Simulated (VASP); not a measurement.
# Ge (I4_1/amd) in VASP: a series of runs, part 3 of 3

VASP 6.6.1. Earlier steps stand in the parts before.

## 5. Single point, PBE

INCAR

```
PREC = Accurate
ENCUT = 400
EDIFF = 0.01
ISMEAR = 0
SIGMA = 0.05
LREAL = F
LASPH = T
NELM = 100
ALGO = Normal
ISIF = 2
LWAVE = F
LCHARG = F
GGA = PE
NBANDS = 21
ADDGRID = F
```

KPOINTS

```
regular mesh
0
Gamma
  8 8 8
```

POSCAR

```
Ge
1.0
   -2.5744897190      2.5744897190      1.3974126432
    2.5744897190     -2.5744897190      1.3974126432
    2.5744897190      2.5744897190     -1.3974126432
Ge
2
Direct
    0.5147880000      0.5105290000      0.0041050000
    0.2603220000      0.7562090000      0.5249690000
```

Potentials or basis: VASP PAW PBE potentials, release 64 (Ge_d).

Started as:

```sh
> cat potpaw_PBE.64/Ge_d/POTCAR > POTCAR
> mpirun -np 1 vasp_std > vasp.out
```

OUTCAR:

```text
PREC = Accurate
   ENCUT = 400
   EDIFF = 0.01
   ISMEAR = 0
   LREAL = F
   LASPH = T
   NELM = 100
   ISIF = 2
   GGA = PE

 Found    260 irreducible k-points:

 Following reciprocal coordinates:
            Coordinates               Weight
  0.000000  0.000000  0.000000      1.000000
  0.125000  0.000000 -0.000000      2.000000
  0.125000  0.000000 -0.125000      2.000000
  0.000000  0.125000 -0.125000      2.000000
  0.000000  0.125000 -0.000000      2.000000
  0.250000  0.000000 -0.000000      2.000000
   k-points           NKPTS =    260   k-points in BZ     NKDIM =    260   number of bands    NBANDS=     21
   number of dos      NEDOS =    301   number of ions     NIONS =      2
   total plane-waves  NPLWV =  21952
   dimension x,y,z NGX =    28 NGY =   28 NGZ =   28
   dimension x,y,z NGXF=    56 NGYF=   56 NGZF=   56
   ions per type =               2
   NGX,Y,Z   is equivalent  to a cutoff of  11.94, 11.94, 11.94 a.u.
   NGXF,Y,Z  is equivalent  to a cutoff of  23.87, 23.87, 23.87 a.u.
 SYSTEM =  unknown system
   PREC   = accura    normal or accurate (medium, high low for compatibility)
   ISTART =      0    job   : 0-new  1-cont  2-samecut
   ICHARG =      2    charge: 1-file 2-atom 10-const
   ISPIN  =      1    spin polarized calculation?
   LNONCOLLINEAR =      F non collinear calculations
   LSORBIT =      F    spin-orbit coupling
   LASPH  =      T    aspherical Exc in radial PAW
   ENCUT  =  400.0 eV  29.40 Ry    5.42 a.u.   6.36  6.36  6.36*2*pi/ulx,y,z
   NELM   =    100;   NELMIN=  2; NELMDL= -5     # of ELM steps
   EDIFF  = 0.1E-01   stopping-criterion for ELM
   LREAL  =      F    real-space projection
   EDIFFG = 0.1E+00   stopping-criterion for IOM
   NSW    =      0    number of steps for IOM
   IBRION =     -1    ionic relax: 0-MD 1-quasi-New 2-CG
   NFREE  =      0    steps in history (QN), initial steepest desc. (CG)
   ISIF   =      2    stress and relaxation
   ISYM   =      2    0-nonsym 1-usesym 2-fastsym
   POTIM  = 0.5000    time-step for ionic-motion
   TEBEG  =    0.0;   TEEND  =   0.0 temperature during run
   PSTRESS=    0.0 pullay stress
   NELECT =      28.0000    total number of electrons
   NUPDOWN=      -1.0000    fix difference up-down
   EMIN   =  10.00;   EMAX   =-10.00  energy-range for DOS
   EFERMI =   0.00;   METHOD = LEGACY
   ISMEAR =     0;   SIGMA  =   0.05  broadening in eV -4-tet -1-fermi 0-gaus
   EFERMI_NEDOS =   21; number of points for ismear=-14 and -15
   IALGO  =     38    algorithm
   IMIX   =      4    mixing-type and parameters
     AMIX     =   0.40;   BMIX     =  1.00
     AMIX_MAG =   1.60;   BMIX_MAG =  1.00
  volume/ion in A,a.u.               =      18.52       125.01
  Fermi-wavevector in a.u.,A,eV,Ry     =   1.491209  2.817976 30.255333  2.223704
  Thomas-Fermi vector in A             =   2.603893
   LORBIT       =      0    0 simple, 1 ext, 2 COOP (PROOUT), +10 PAW based schemes
   GGA     = PE    functional components
   LHFCALC =     F    Hartree Fock is set to
   AEXX    =    0.0000 exact exchange contribution
   IVDW    =     0    specifies the selected vdW correction
   LEPSILON=     F    determine dielectric tensor
   LRPA    =     F    only Hartree local field effects (RPA)
 non-spin polarized calculation
 Gauss-broadening in eV      SIGMA  =   0.05
  energy-cutoff  :      400.00
  volume of cell :       37.05
 maximum number of plane-waves:       691
 NGX is ok and might be reduce to    28
   NGX = 13   NGY = 13   NGZ = 13

 number of electron      27.9999999 magnetization

 Free energy of the ion-electron system (eV)
  ---------------------------------------------------
  ext. energy  EPLUGINS =         0.00000000
  ---------------------------------------------------
  free energy    TOTEN  =        -8.52752312 eV

  energy without entropy =       -8.52615324  energy(sigma->0) =       -8.52683818

 E-fermi :   6.7270     XC(G=0): -11.3236

 val. band max:        6.7195747087   @ k =   0.0000  -0.3750   0.2500
 cond. band min:       6.7411981393   @ k =   0.3750   0.2500  -0.0000
 fundamental gap:      0.0216234306
 Fermi energy:         6.7270305906

 k-point     1 :       0.0000    0.0000    0.0000
  band No.  band energies     occupation
      1     -18.0273      2.00000
      2     -17.9780      2.00000
      3     -17.9494      2.00000
      4     -17.9455      2.00000
      5     -17.8462      2.00000
      6     -17.8381      2.00000
[... 13 lines left out ...]
     20      18.3460      0.00000
     21      19.3120      0.00000

 k-point     2 :       0.1250    0.0000   -0.0000
  band No.  band energies     occupation
      1     -18.0209      2.00000
      2     -17.9590      2.00000
      3     -17.9419      2.00000
      4     -17.9219      2.00000
      5     -17.8578      2.00000
      6     -17.8492      2.00000
[... 88 lines left out ...]
 k-point     6 :       0.2500    0.0000   -0.0000
  band No.  band energies     occupation
      1     -18.0038      2.00000
      2     -17.9256      2.00000
      3     -17.9220      2.00000
      4     -17.8872      2.00000
      5     -17.8820      2.00000
      6     -17.8555      2.00000
[... 13 lines left out ...]
     20      15.6335      0.00000
     21      17.6464      0.00000

 [... further k-points ...]
[... 5 lines left out ...]
  --------------------------------------------------------------------------------------
  -------------------------------------------------------------------------------------
  Total        4.6252716      4.8644784      5.8686188     -0.0296623     -0.0931325      0.0597733
  in kB      200.0234160    210.3680974    253.7929189     -1.2827698     -4.0275870      2.5849441
  external PRESSURE =     221.3948108 kB  Pullay stress =       0.0000000 kB

 VOLUME and BASIS-vectors are now :
 -----------------------------------------------------------------------------
  energy-cutoff  :      400.00
  volume of cell :       37.05
      direct lattice vectors                 reciprocal lattice vectors
    -2.574489719  2.574489719  1.397412643     0.000000000  0.194213244  0.357804119
     2.574489719 -2.574489719  1.397412643     0.194213244  0.000000000  0.357804119
     2.574489719  2.574489719 -1.397412643     0.194213244  0.194213244  0.000000000

 POSITION                                       TOTAL-FORCE (eV/Angst)
 -----------------------------------------------------------------------------------
     -0.00040      0.02153      1.42705         0.172487      0.212421     -0.028074
      2.62818      0.07487      0.68691        -0.172487     -0.212421      0.028074
 -----------------------------------------------------------------------------------
    total drift:                               -0.000040      0.000217      0.000008

  FREE ENERGIE OF THE ION-ELECTRON SYSTEM (eV)
  ---------------------------------------------------
  free  energy   TOTEN  =        -8.5275231183 eV

  energy  without entropy=       -8.5261532444  energy(sigma->0) =       -8.52683818
```

OSZICAR:

```text
N       E                     dE             d eps       ncg     rms          rms(c)
DAV:   1     0.159735902747E+03    0.15974E+03   -0.12313E+04 12487   0.336E+03
DAV:   2     0.124151509840E+02   -0.14732E+03   -0.14317E+03 10990   0.523E+02
DAV:   3    -0.801605101347E+01   -0.20431E+02   -0.20291E+02 12438   0.123E+02
DAV:   4    -0.853801571378E+01   -0.52196E+00   -0.52165E+00 12135   0.233E+01
DAV:   5    -0.854543267926E+01   -0.74170E-02   -0.74168E-02 12402   0.294E+00    0.212E+00
DAV:   6    -0.853236511020E+01    0.13068E-01   -0.14202E-02  7833   0.224E+00    0.125E+00
DAV:   7    -0.852752311835E+01    0.48420E-02   -0.24027E-02 10031   0.179E+00
   1 F= -.85275231E+01 E0= -.85268382E+01  d E =-.136987E-02
```

Run time: 32 s. Hardware: 1 thread of Intel Xeon 6975P-C (Granite Rapids), shared host; peak memory 0.23 GiB.

The run converged, but some of its settings lie outside the range that counts as converged, so its numbers aren't taken as properties of the crystal.

What came out:

| Quantity | Value |
| --- | --- |
| Free energy | -8.5275 eV |
| Pressure | 22.1 GPa |
| Largest force | 0.275 eV/Å |
| Band gap on the k mesh | none (metal or under the smearing width) |

## 6. Single point, PBE

INCAR: that of step 5 with these lines changed.

```diff
@@ -2,3 +2,3 @@
 ENCUT = 400
-EDIFF = 0.01
+EDIFF = 0.001
 ISMEAR = 0
```

KPOINTS is that of step 5.

POSCAR

```
Ge
1.0
   -2.5744897190      2.5744897190      1.3974126432
    2.5744897190     -2.5744897190      1.3974126432
    2.5744897190      2.5744897190     -1.3974126432
Ge
2
Direct
    0.5000000000      0.5000000000      0.0000000000
    0.2500000000      0.7500000000      0.5000000000
```

Potentials or basis: VASP PAW PBE potentials, release 64 (Ge_d).

Started as:

```sh
> cat potpaw_PBE.64/Ge_d/POTCAR > POTCAR
> mpirun -np 1 vasp_std > vasp.out
```

Run time: 10 s. Hardware: 1 thread of Intel Xeon 6975P-C (Granite Rapids), shared host; peak memory 0.16 GiB.

These settings aren't checked as converged: the numbers below hold their error.

What came out:

```yaml
Free_energy: -8.5398 eV
Pressure: -0.4 GPa
Band_gap_on_the_k_mesh: none (metal or under the smearing width)
```
